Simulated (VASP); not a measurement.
# MnO2 in VASP: notebook, part 2 of 2

VASP 6.6.1. Earlier steps stand in the parts before.

## Step 5: Single point, r2SCAN, collinear spin, ferromagnetic start

Input file INCAR:

```
SYSTEM = MnO2
ADDGRID = .False.
ALGO = Normal
EDIFF = 1E-6
ENCUT = 460
ISIF = 2
ISMEAR = 0
ISPIN = 2
LASPH = .True.
LCHARG = .False.
LMAXMIX = 4
LMIXTAU = .True.
LORBIT = 11
LREAL = .False.
LWAVE = .False.
MAGMOM = 4 0 0
METAGGA = R2SCAN
NBANDS = 24
NELM = 100
PREC = Accurate
SIGMA = 0.2
```

Input file KPOINTS:

```
k-points
0
Gamma
  5 5 3
  0 0 0
```

Input file POSCAR:

```
MnO2
1.0
    2.8565781804      0.0000000000      0.0000000000
   -1.4282890902      2.4738692722      0.0000000000
    0.0000000000      0.0000000000      4.6013740589
Mn O
1 2
Direct
    0.0186700000     -0.0033200000      0.4886240000
    0.3165570000      0.6444560000      0.7182440000
    0.6490790000      0.3390650000      0.3129550000
```

Potentials or basis: VASP PAW PBE potentials, release 64 (Mn_pv, O).

Run with:

```bash
cat potpaw_PBE.64/Mn_pv/POTCAR potpaw_PBE.64/O/POTCAR > POTCAR
mpirun -np 1 vasp_std > vasp.out
```

OUTCAR:

```text
SYSTEM = MnO2
   EDIFF = 1E-6
   ENCUT = 460
   ISIF = 2
   ISMEAR = 0
   ISPIN = 2
   LASPH = .True.
   LORBIT = 11
   LREAL = .False.
   METAGGA = R2SCAN
   NELM = 100
   PREC = Accurate

 Found     38 irreducible k-points:

 Following reciprocal coordinates:
            Coordinates               Weight
  0.000000  0.000000  0.000000      1.000000
  0.200000  0.000000  0.000000      2.000000
  0.000000  0.200000  0.000000      2.000000
 -0.200000  0.200000  0.000000      2.000000
  0.400000  0.000000  0.000000      2.000000
  0.000000  0.400000  0.000000      2.000000
   k-points           NKPTS =     38   k-points in BZ     NKDIM =     38   number of bands    NBANDS=     24
   number of dos      NEDOS =    301   number of ions     NIONS =      3
   total plane-waves  NPLWV =  12800
   dimension x,y,z NGX =    20 NGY =   20 NGZ =   32
   dimension x,y,z NGXF=    40 NGYF=   40 NGZF=   64
   ions per type =               1   2
   NGX,Y,Z   is equivalent  to a cutoff of  11.64, 11.64, 11.56 a.u.
   NGXF,Y,Z  is equivalent  to a cutoff of  23.28, 23.28, 23.12 a.u.
 SYSTEM =  MnO2
   PREC   = accura    normal or accurate (medium, high low for compatibility)
[... 397 lines left out ...]

  FORCE on cell =-STRESS in cart. coord.  units (eV):
  Direction    XX          YY          ZZ          XY          YZ          ZX
  --------------------------------------------------------------------------------------
  -------------------------------------------------------------------------------------
  Total        1.2593680      1.5381920      0.4611514      1.0320892      0.7875351     -1.2440465
  in kB       62.0515780     75.7897936     22.7218493     50.8530985     38.8034294    -61.2966586
  external PRESSURE =      53.5210736 kB  Pullay stress =       0.0000000 kB

 VOLUME and BASIS-vectors are now :
 -----------------------------------------------------------------------------
  energy-cutoff  :      460.00
  volume of cell :       32.52
      direct lattice vectors                 reciprocal lattice vectors
     2.856578180  0.000000000  0.000000000     0.350069187  0.202112539  0.000000000
    -1.428289090  2.473869272  0.000000000     0.000000000  0.404225078  0.000000000
     0.000000000  0.000000000  4.601374059     0.000000000  0.000000000  0.217326387

 POSITION                                       TOTAL-FORCE (eV/Angst)
 -----------------------------------------------------------------------------------
     -1.37021      2.46566      2.24834        -1.784667     -0.171634      3.770860
     -0.01620      1.59430      3.30491         0.100352      0.506500     -1.249516
      1.36986      0.83880      1.44002         1.684315     -0.334865     -2.521344
 -----------------------------------------------------------------------------------
    total drift:                               -0.015429     -0.006350      0.015965

  FREE ENERGIE OF THE ION-ELECTRON SYSTEM (eV)
  ---------------------------------------------------
  free  energy   TOTEN  =       -32.1910627316 eV

  energy  without entropy=      -32.1910627316  energy(sigma->0) =      -32.19106273

 total charge

# of ion       s       p       d       tot
------------------------------------------
    1        0.394   6.484   4.908  11.786
    2        1.597   3.401   0.000   4.999
    3        1.594   3.519   0.000   5.113
--------------------------------------------------
tot          3.585  13.405   4.908  21.898

 magnetization (x)

# of ion       s       p       d       tot
------------------------------------------
    1        0.029   0.040   2.831   2.900
    2        0.005  -0.028   0.000  -0.024
    3        0.004   0.058   0.000   0.061
--------------------------------------------------
tot          0.037   0.069   2.831   2.938
```

OSZICAR:

```text
N       E                     dE             d eps       ncg     rms          rms(c)
DAV:   1     0.222433859592E+03    0.22243E+03   -0.13367E+04  3664   0.112E+03
DAV:   2    -0.327465379147E+02   -0.25518E+03   -0.24054E+03  4024   0.353E+02
DAV:   3    -0.460766871907E+02   -0.13330E+02   -0.13266E+02  4312   0.881E+01
DAV:   4    -0.461914477173E+02   -0.11476E+00   -0.11475E+00  4040   0.863E+00
DAV:   5    -0.461928324647E+02   -0.13847E-02   -0.13847E-02  4440   0.910E-01    0.335E+01
DAV:   6    -0.362513932557E+02    0.99414E+01   -0.66877E+01  3952   0.768E+01    0.308E+01
DAV:   7    -0.325875661229E+02    0.36638E+01   -0.59059E+01  3928   0.624E+01    0.144E+01
DAV:   8    -0.318942877496E+02    0.69328E+00   -0.29400E+00  3968   0.162E+01    0.554E+00
DAV:   9    -0.320571490273E+02   -0.16286E+00   -0.91856E-01  4040   0.769E+00    0.316E+00
DAV:  10    -0.321805949028E+02   -0.12345E+00   -0.13463E-01  3864   0.269E+00    0.130E+00
DAV:  11    -0.321887935186E+02   -0.81986E-02   -0.44863E-02  4120   0.197E+00    0.321E-01
DAV:  12    -0.321905775795E+02   -0.17841E-02   -0.44490E-03  3944   0.499E-01    0.167E-01
DAV:  13    -0.321909203062E+02   -0.34273E-03   -0.10730E-03  4216   0.285E-01    0.629E-02
DAV:  14    -0.321910333516E+02   -0.11305E-03   -0.17163E-04  4392   0.108E-01    0.327E-02
DAV:  15    -0.321910704801E+02   -0.37129E-04   -0.46003E-05  4248   0.447E-02    0.190E-02
DAV:  16    -0.321910673507E+02    0.31294E-05   -0.53208E-06  4536   0.237E-02    0.105E-02
DAV:  17    -0.321910618939E+02    0.54568E-05   -0.63024E-06  3576   0.227E-02    0.280E-03
DAV:  18    -0.321910627316E+02   -0.83764E-06   -0.50190E-07  2632   0.521E-03
   1 F= -.32191063E+02 E0= -.32191063E+02  d E =-.168072E-10  mag=     3.0000
```

stdout:

```text
POSCAR found type information on POSCAR MnO
 POSCAR found :  2 types and       3 ions
 scaLAPACK will be used
 -----------------------------------------------------------------------------
|                                                                             |
|                                                                             |
|     You enforced a specific xc type in the INCAR file but a different       |
|     I HOPE YOU KNOW WHAT YOU ARE DOING!                                     |
|                                                                             |
 -----------------------------------------------------------------------------

 LDA part: xc-table for (None), standard interpolation
 POSCAR, INCAR and KPOINTS ok, starting setup
 FFT: planning ... GRIDC
 FFT: planning ... GRID_SOFT
 FFT: planning ... GRID
 WAVECAR not read
 entering main loop
```

Wall time 3.5 min (1 thread of Intel Xeon Platinum 8375C at 2.90GHz (Ice Lake), shared host); peak memory 0.17 GiB.

The run converged, but some of its settings lie outside the range that counts as converged, so its numbers aren't taken as properties of the crystal.

What came out:

- Free energy: -32.1911 eV
- Pressure: 5.4 GPa
- Largest force: 4.175 eV/Å
- Band gap on the k mesh: 1.88 eV, indirect (least direct gap 1.97 eV)
- Net moment: 3.00 μB per cell
- Site moments: Mn +2.90; O -0.02, +0.06 μB
- Valence electrons inside the program's atomic spheres: Mn 11.79; O 5.00, 5.11

Caveat: the k mesh is coarse (spacing up to 0.51 Å⁻¹), so the values aren't converged; the cutoff is under 1.25 times the usual one of these potentials, so pressure, stress and relaxed cells hold a basis-set (Pulay) error; the PAW data sets were made with another functional, which shifts forces and pressure a little; an odd mesh through Γ misses points on the zone boundary, where band edges often lie; a cell with one magnetic atom can't hold antiferromagnetic order, which such compounds often take.

## Step 6: The reference run

An earlier run on the cell as given: functional PBE; potentials or basis VASP PAW PBE potentials, release 64 (Mn_pv, O); cutoff 520 eV; k mesh 11 × 11 × 6; occupations fermi-dirac, width 0.05 eV; collinear spin, ferromagnetic start; starting moments [4.0, 0.0, 0.0] μB.

- Pressure: 5.8 GPa
- Largest force: 0.310 eV/Å
- Band gap on the k mesh: 0.81 eV, indirect (least direct gap 0.87 eV)
- Net moment: 3.00 μB per cell
- Site moments: Mn +2.83; O +0.04 μB
- Valence electrons inside the program's atomic spheres: Mn 11.75; O 5.00
